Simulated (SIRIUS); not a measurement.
# B (Im-3m) in SIRIUS: reference runs

Reference runs on B: the cell as given and a disturbed copy.

All numbers are computed with SIRIUS 7.10.0; they aren't measurements. Logs are shortened: lines on timing, memory, paths and dates and some standing lists are left out, and cuts for length are marked. The log counts tension as positive stress, the text compression.

### Step 1. The crystal as given

It takes space group Im-3m (No. 229, cubic). Conventional cell: a = 3.567 Å, b = 3.567 Å, c = 3.567 Å, α = 90.00°, β = 90.00°, γ = 90.00°. B (site symmetry 4/mmm) has 4 B at 1.78 Å as nearest neighbours.

The cell was built by a generator and needn't be a form met in nature.

### Step 2. Single point, PBE

The input, sirius.json:

```json
{
  "control": {
    "processing_unit": "cpu",
    "verbosity": 2,
    "num_bands_to_print": 11,
    "print_forces": true,
    "print_stress": true
  },
  "parameters": {
    "electronic_structure_method": "pseudopotential",
    "xc_functionals": ["XC_GGA_X_PBE", "XC_GGA_C_PBE"],
    "gk_cutoff": 8.8,
    "pw_cutoff": 17.6,
    "ngridk": [10, 10, 10],
    "shiftk": [0, 0, 0],
    "smearing": "fermi_dirac",
    "smearing_width": 0.0018374661,
    "num_bands": 11,
    "num_mag_dims": 0,
    "num_dft_iter": 100,
    "energy_tol": 1e-08,
    "density_tol": 1e-06
  },
  "iterative_solver": {
    "type": "davidson",
    "min_tolerance": 1e-09,
    "tolerance_scale": [0.1, 0.25]
  },
  "mixer": {
    "type": "anderson",
    "beta": 0.7,
    "max_history": 8
  },
  "settings": {
    "tol_ne": 1e-10,
    "pseudo_grid_cutoff": 6.5
  },
  "unit_cell": {
    "lattice_vectors": [
      [-3.369910803523, 3.369910803523, 3.369910803523],
      [3.369910803523, -3.369910803523, 3.369910803523],
      [3.369910803523, 3.369910803523, -3.369910803523]
    ],
    "atom_coordinate_units": "lattice",
    "atom_types": ["B"],
    "atom_files": {
      "B": "B.json"
    },
    "atoms": {
      "B": [
        [0.0, 0.5, 0.5],
        [0.5, 0.0, 0.5],
        [0.5, 0.5, 0.0]
      ]
    }
  }
}
```

Potentials or basis: PseudoDojo 0.4.1 PBE standard (scalar relativistic).

Run with:

```
$ upf_to_json B.upf
$ OMP_NUM_THREADS=1 sirius.scf --input=sirius.json --output=out.json --task=0
```

The program printed:

```text
[info] SIRIUS version : 7.10.0
[info] number of MPI ranks           : 1
[info] MPI grid                      : 1 1
[info] maximum number of OMP threads : 1
[fft] FFT context for density and potential
[fft] =====================================
[fft]   comm size                             : 1
[fft]   plane wave cutoff                     : 17.6
[fft]   grid size                             : 36 36 36   total : 46656
[fft]   grid limits                           : -17 18   -17 18   -17 18
[fft]   number of G-vectors within the cutoff : 7086
[fft]   local number of G-vectors             : 7086
[fft]   number of G-shells                    : 390
[fft] FFT context for coarse grid
[fft] =====================================
[fft]   comm size                             : 1
[fft]   plane wave cutoff                     : 17.6
[fft]   grid size                             : 36 36 36   total : 46656
[fft]   grid limits                           : -17 18   -17 18   -17 18
[fft]   number of G-vectors within the cutoff : 7086
[fft]   local number of G-vectors             : 7086
[fft]   number of G-shells                    : 390
[unit cell] lattice vectors
[unit cell]   a1 :      -3.3699108035      3.3699108035      3.3699108035
[unit cell]   a2 :       3.3699108035     -3.3699108035      3.3699108035
[unit cell]   a3 :       3.3699108035      3.3699108035     -3.3699108035
[unit cell] reciprocal lattice vectors
[unit cell]   b1 :       0.0000000000      0.9322480139      0.9322480139
[unit cell]   b2 :       0.9322480139      0.0000000000      0.9322480139
[unit cell]   b3 :       0.9322480139      0.9322480139      0.0000000000
[unit cell] unit cell volume :       153.07885638 [a.u.^3]
[unit cell] 1/sqrt(omega)    :         0.08082438
[unit cell] MT volume        :         0.00000000 ( 0.00%)
[unit cell] IT volume        :       153.07885638 (100.00%)
[unit cell] number of atom types : 1
[unit cell] type id : 0 symbol :  B mt_radius :  15.330000 num_atoms : 3
[unit cell] total number of atoms : 3
[unit cell] number of symmetry classes : 1
[unit cell] number of PAW atoms : 0
[unit cell] atom id  type id  class id             position                      vector_field
[unit cell] ------------------------------------------------------------------------------------------
[unit cell]      0        0        0      0.00000   0.50000   0.50000      0.00000   0.00000   0.00000
[unit cell]      1        0        0      0.50000   0.00000   0.50000      0.00000   0.00000   0.00000
[unit cell]      2        0        0      0.50000   0.50000   0.00000      0.00000   0.00000   0.00000
[unit cell] atom id         position (Cartesian, a.u.)
[unit cell] ---------------------------------------------
[unit cell]      0       3.369911    0.000000    0.000000
[unit cell]      1       0.000000    3.369911    0.000000
[unit cell]      2       0.000000    0.000000    3.369911
[unit cell] class id : 0 atom id : 0 1 2
[unit cell] minimum bond length:     3.369911
[unit cell] total number of pseudo wave-functions: 12
[sym] space group number   : 229
[sym] international symbol : Im-3m
[sym] Hall symbol          : -I 4 2 3
[sym] space group transformation matrix :
[sym]  -0.5000  0.5000  0.5000
[sym]   0.5000 -0.5000  0.5000
[sym]   0.5000  0.5000 -0.5000
[sym] space group origin shift :
[sym]   0.0000  0.0000  0.0000
[sym] number of space group operations  : 48
[sym] number of magnetic group operations : 48
[sym] metric tensor error: 3.5527e-15
[sym] rotation matrix error: 3.3307e-16
[sym] symmetry operations
[... list of symmetry operations ...]
[atom type] label          : B
[atom type] --------------------------------------------------------------------------------
[atom type] symbol         : B
[atom type] name           :
[atom type] zn             : 3
[atom type] mass           : 0
[atom type] mt_radius      : 15.33
[atom type] num_mt_points  : 1534
[... 168 lines left out ...]
[find] Hartree energy of density residual : 1.692037293677e-08
[find] | SCF iteration   3 out of 100|
[diagonalize] iterative solver tolerance (occupied, empty): 2.56286e-05 2.56286e-05
[diagonalize] average number of iterations: 3.29787
[find] Total energy                   :      -8.70145160 (Ha),     -17.40290320 (Ry)
[find] Free energy (E-TS)             :      -8.70176568 (Ha),     -17.40353136 (Ry)
[find] band gap (eV)                  :       0.00000000
[find] Efermi                         :       0.34998974
[find] iteration : 3, RMS : 3.323572261298e-05, energy difference : -5.758242762788e-05
[find] Hartree energy of density residual : 2.947895437487e-09
[find] | SCF iteration   4 out of 100|
[diagonalize] iterative solver tolerance (occupied, empty): 3.32357e-06 3.32357e-06
[... 28 lines left out ...]
[find] Total energy                   :      -8.70146277 (Ha),     -17.40292555 (Ry)
[find] Free energy (E-TS)             :      -8.70177692 (Ha),     -17.40355384 (Ry)
[find] band gap (eV)                  :       0.00000000
[find] Efermi                         :       0.34997747
[find] iteration : 7, RMS : 1.842918271257e-07, energy difference : -4.153105237492e-08
[find] Hartree energy of density residual : 2.717910929572e-12
[find] | SCF iteration   8 out of 100|
[diagonalize] iterative solver tolerance (occupied, empty): 1.29827e-08 1.29827e-08
[diagonalize] average number of iterations: 3.40426
[find] Total energy                   :      -8.70146279 (Ha),     -17.40292557 (Ry)
[find] Free energy (E-TS)             :      -8.70177693 (Ha),     -17.40355386 (Ry)
[find] band gap (eV)                  :       0.00000000
[find] Efermi                         :       0.34997768
[find] iteration : 8, RMS : 1.027763991401e-07, energy difference : -1.068764809986e-08
[find] Hartree energy of density residual : 3.186085184288e-12
[find] bands are converged : false
[find] iterative solver converged : false
[find] +------------------------------+
[find] | SCF iteration   9 out of 100|
[find] +------------------------------+
[diagonalize] iterative solver tolerance (occupied, empty): 3.24568e-09 3.24568e-09
[diagonalize] average number of iterations: 2.70213
[diagonalize] Lowest band energies
[diagonalize] ik:    0   -0.217254    0.262645    0.262645    0.262645    0.482408    0.482408    0.482408    0.600095    0.600095    0.726027    0.807197
[diagonalize] ik:    1   -0.210365    0.240349    0.254547    0.265688    0.449085    0.465301    0.478739    0.612780    0.613362    0.757708    0.766803
[diagonalize] ik:    2   -0.189756    0.180765    0.235586    0.273576    0.401880    0.431496    0.474043    0.636051    0.643677    0.823790    0.834268
[diagonalize] ik:    3   -0.155648    0.103376    0.215445    0.282947    0.369473    0.400686    0.476403    0.661842    0.680681    0.826726    0.842874
[diagonalize] ik:    4   -0.108739    0.025507    0.201078    0.289965    0.351157    0.380532    0.485988    0.687016    0.711654    0.762962    0.821950
[diagonalize] ...
[diagonalize] ik:   42   -0.002580    0.020053    0.105540    0.187786    0.263037    0.424170    0.545800    0.553308    0.647166    0.967100    1.069428
[diagonalize] ik:   43   -0.000214    0.053704    0.075059    0.192931    0.233372    0.410981    0.546068    0.593052    0.631336    0.991243    1.016011
[diagonalize] ik:   44   -0.005629    0.091793    0.091793    0.142737    0.212946    0.399995    0.586475    0.586475    0.626287    1.010566    1.075244
[diagonalize] ik:   45    0.040953    0.054864    0.084761    0.155039    0.183327    0.378037    0.599429    0.602089    0.629274    1.048117    1.076606
[diagonalize] ik:   46    0.077668    0.077668    0.077668    0.134345    0.134345    0.358797    0.623023    0.623023    0.623023    1.081042    1.081042
[find] Charges and magnetic moments
[find] --------------------------------------------------------------------------------
[find] total charge          : 9.000000
[find] Energy
[find] --------------------------------------------------------------------------------
[find] valence_eval_sum               :       1.04698597
[find] <rho|V^{XC}>                   :      -4.23300345
[find] <rho|E^{XC}>                   :      -3.58384582
[find] <mag|B^{XC}>                   :       0.00000000
[find] <rho|V^{H}>                    :       0.78046550
[find] one-electron contribution      :       4.49952392 (Ha),       8.99904785 (Ry)
[find] hartree contribution           :       0.39023275
[find] xc contribution                :      -3.58384582
[find] ewald contribution             :     -10.00737246
[find] PAW contribution               :       0.00000000
[find] smearing (-TS)                 :      -0.00031415
[find] SCF correction                 :      -0.00000117
[find] Total energy                   :      -8.70146279 (Ha),     -17.40292558 (Ry)
[find] Free energy (E-TS)             :      -8.70177693 (Ha),     -17.40355387 (Ry)
[find] band gap (eV)                  :       0.00000000
[find] Efermi                         :       0.34997765
[find] iteration : 9, RMS : 2.854402092930e-07, energy difference : -2.538177668043e-09
[find] Hartree energy of density residual : 3.968307141902e-11
[find] bands are converged : true
[find] iterative solver converged : true
[find] converged after 10 SCF iterations!
[find] Charges and magnetic moments
[find] --------------------------------------------------------------------------------
[find] total charge          : 9.000000
[find] Energy
[find] --------------------------------------------------------------------------------
[find] valence_eval_sum               :       1.04698597
[find] <rho|V^{XC}>                   :      -4.23300345
[find] <rho|E^{XC}>                   :      -3.58384582
[find] <mag|B^{XC}>                   :       0.00000000
[find] <rho|V^{H}>                    :       0.78046550
[find] one-electron contribution      :       4.49952392 (Ha),       8.99904785 (Ry)
[find] hartree contribution           :       0.39023275
[find] xc contribution                :      -3.58384582
[find] ewald contribution             :     -10.00737246
[find] PAW contribution               :       0.00000000
[find] smearing (-TS)                 :      -0.00031415
[find] SCF correction                 :      -0.00000117
[find] Total energy                   :      -8.70146279 (Ha),     -17.40292558 (Ry)
[find] Free energy (E-TS)             :      -8.70177693 (Ha),     -17.40355387 (Ry)
[find] band gap (eV)                  :       0.00000000
[find] Efermi                         :       0.34997765
[ground_state] === stress tensor components [kbar] ===
[ground_state] === stress_kin ===
[ground_state] -7362.455706   -0.000000   -0.000000
[ground_state]    -0.000000-7362.455706    0.000000
[ground_state]    -0.000000    0.000000-7362.455706
[ground_state] === stress_har ===
[ground_state]  -250.002789   -0.000000   -0.000000
[ground_state]    -0.000000 -250.002789    0.000000
[ground_state]    -0.000000    0.000000 -250.002789
[ground_state] === stress_ewald ===
[ground_state]  6411.227766    0.000000    0.000000
[ground_state]     0.000000 6411.227766   -0.000000
[ground_state]     0.000000   -0.000000 6411.227766
[ground_state] === stress_vloc ===
[ground_state]  -158.997519   -0.000000   -0.000000
[ground_state]    -0.000000 -158.997519    0.000000
[ground_state]    -0.000000    0.000000 -158.997519
[ground_state] === stress_xc ===
[ground_state]  1265.013420    0.000000    0.000000
[ground_state]     0.000000 1265.013420   -0.000000
[ground_state]     0.000000   -0.000000 1265.013420
[ground_state] === stress_core ===
[ground_state]   789.357044    0.000000    0.000000
[ground_state]     0.000000  789.357044   -0.000000
[ground_state]     0.000000   -0.000000  789.357044
[ground_state] === stress_nonloc ===
[ground_state]  -692.980844   -0.000000   -0.000000
[ground_state]    -0.000000 -692.980844    0.000000
[ground_state]    -0.000000    0.000000 -692.980844
[ground_state] === stress_us_nl ===
[ground_state]  -692.980844   -0.000000   -0.000000
[ground_state]    -0.000000 -692.980844    0.000000
[ground_state]    -0.000000    0.000000 -692.980844
[ground_state] === stress_total ===
[ground_state]     1.161371   -0.000000    0.000000
[ground_state]    -0.000000    1.161371    0.000000
[ground_state]     0.000000    0.000000    1.161371
[ground_state] ==== total Forces in Ha/bohr =====
[ground_state] atom:    0, force:       0.0000000      0.0000000      0.0000000
[ground_state] atom:    1, force:       0.0000000      0.0000000      0.0000000
[ground_state] atom:    2, force:       0.0000000      0.0000000      0.0000000
[ground_state] ==== ultrasoft contribution from Qij =====
[ground_state] atom:    0, force:       0.0000000      0.0000000      0.0000000
[ground_state] atom:    1, force:       0.0000000      0.0000000      0.0000000
[ground_state] atom:    2, force:       0.0000000      0.0000000      0.0000000
[ground_state] ==== non-local contribution from Beta-projector =====
[ground_state] atom:    0, force:       0.0000000      0.0000000      0.0000000
[ground_state] atom:    1, force:       0.0000000      0.0000000      0.0000000
[ground_state] atom:    2, force:       0.0000000      0.0000000      0.0000000
[ground_state] ==== contribution from local potential =====
[ground_state] atom:    0, force:       0.0000000      0.0000000      0.0000000
[ground_state] atom:    1, force:       0.0000000      0.0000000      0.0000000
[ground_state] atom:    2, force:       0.0000000      0.0000000      0.0000000
[ground_state] ==== contribution from core density =====
[ground_state] atom:    0, force:       0.0000000      0.0000000      0.0000000
[ground_state] atom:    1, force:       0.0000000      0.0000000      0.0000000
[ground_state] atom:    2, force:       0.0000000      0.0000000      0.0000000
[ground_state] ==== Ewald forces from ions =====
[ground_state] atom:    0, force:       0.0000000      0.0000000      0.0000000
[ground_state] atom:    1, force:       0.0000000      0.0000000      0.0000000
[ground_state] atom:    2, force:       0.0000000      0.0000000      0.0000000
[~DFT_ground_state] local op. applied: 12815
[~DFT_ground_state] evp. work count: 5018.52
[~DFT_ground_state] number of iterative solver steps: 1541
```

Run time: 17 s. Hardware: 1 thread of Arm Neoverse V1, shared host; peak memory 0.23 GiB.

Results:

```yaml
Free_energy: -236.7874 eV
Pressure: -0.1 GPa
Band_gap_on_the_k_mesh: none (metal or under the smearing width)
```

### Step 3. Single point, PBE (atoms moved at random, drawn with an rms of 0.05 Å)

sirius.json, as its differences from that of step 2:

```diff
@@ -50,5 +50,5 @@
       "B": [
-        [0.0, 0.5, 0.5],
-        [0.5, 0.0, 0.5],
-        [0.5, 0.5, 0.0]
+        [-0.0012, 0.48616, 0.480915],
+        [0.507189, 0.003949, 0.49744],
+        [0.492858, 0.473905, -0.011064]
       ]
```

Potentials or basis: PseudoDojo 0.4.1 PBE standard (scalar relativistic).

Run with:

```
$ upf_to_json B.upf
$ OMP_NUM_THREADS=1 sirius.scf --input=sirius.json --output=out.json --task=0
```

The program printed:

```text
[info] SIRIUS version : 7.10.0
[info] number of MPI ranks           : 1
[info] MPI grid                      : 1 1
[info] maximum number of OMP threads : 1
[fft] FFT context for density and potential
[fft] =====================================
[fft]   comm size                             : 1
[fft]   plane wave cutoff                     : 17.6
[fft]   grid size                             : 36 36 36   total : 46656
[fft]   grid limits                           : -17 18   -17 18   -17 18
[fft]   number of G-vectors within the cutoff : 7086
[fft]   local number of G-vectors             : 7086
[fft]   number of G-shells                    : 390
[fft] FFT context for coarse grid
[fft] =====================================
[fft]   comm size                             : 1
[fft]   plane wave cutoff                     : 17.6
[fft]   grid size                             : 36 36 36   total : 46656
[... 394 lines left out ...]
[ground_state] ==== total Forces in Ha/bohr =====
[ground_state] atom:    0, force:      -0.0023236      0.0058442      0.0066187
[ground_state] atom:    1, force:      -0.0086957      0.0000005     -0.0011901
[ground_state] atom:    2, force:       0.0110193     -0.0058447     -0.0054286
[ground_state] ==== ultrasoft contribution from Qij =====
[ground_state] atom:    0, force:       0.0000000      0.0000000      0.0000000
[ground_state] atom:    1, force:       0.0000000      0.0000000      0.0000000
[ground_state] atom:    2, force:       0.0000000      0.0000000      0.0000000
[ground_state] ==== non-local contribution from Beta-projector =====
[ground_state] atom:    0, force:      -0.0136491      0.0121878      0.0132847
[ground_state] atom:    1, force:      -0.0183568     -0.0000211     -0.0030879
[ground_state] atom:    2, force:       0.0227179     -0.0121881     -0.0309836
[ground_state] ==== contribution from local potential =====
[ground_state] atom:    0, force:       0.0171530     -0.0462639     -0.0404829
[ground_state] atom:    1, force:       0.0738724      0.0000507      0.0216739
[ground_state] atom:    2, force:      -0.0820768      0.0462337      0.0388373
[ground_state] ==== contribution from core density =====
[ground_state] atom:    0, force:       0.0005371     -0.0006774     -0.0006837
[ground_state] atom:    1, force:       0.0010430      0.0000011      0.0002267
[ground_state] atom:    2, force:      -0.0012407      0.0006772      0.0012156
[ground_state] ==== Ewald forces from ions =====
[ground_state] atom:    0, force:      -0.0063646      0.0405977      0.0345006
[ground_state] atom:    1, force:      -0.0652544     -0.0000303     -0.0200027
[ground_state] atom:    2, force:       0.0716190     -0.0405674     -0.0144979
[~DFT_ground_state] local op. applied: 154910
[~DFT_ground_state] evp. work count: 60924.6
[~DFT_ground_state] number of iterative solver steps: 21313
```

Wall time 3 min (1 thread of Arm Neoverse V1, shared host); peak memory 1.1 GiB.

Results:

```
Free energy            : -236.7802 eV
Pressure               : 0.0 GPa
Largest force          : 0.700 eV/Å
Band gap on the k mesh : none (metal or under the smearing width)
```

Forces in eV/Å, atoms in the order of the input:
```
B   -0.119  0.301  0.340
B   -0.447  0.000 -0.061
B    0.567 -0.301 -0.279
```

Stress tensor (GPa, compression positive):
```
 0.33  0.03 -0.32
 0.03 -0.36  0.16
-0.32  0.16  0.01
```
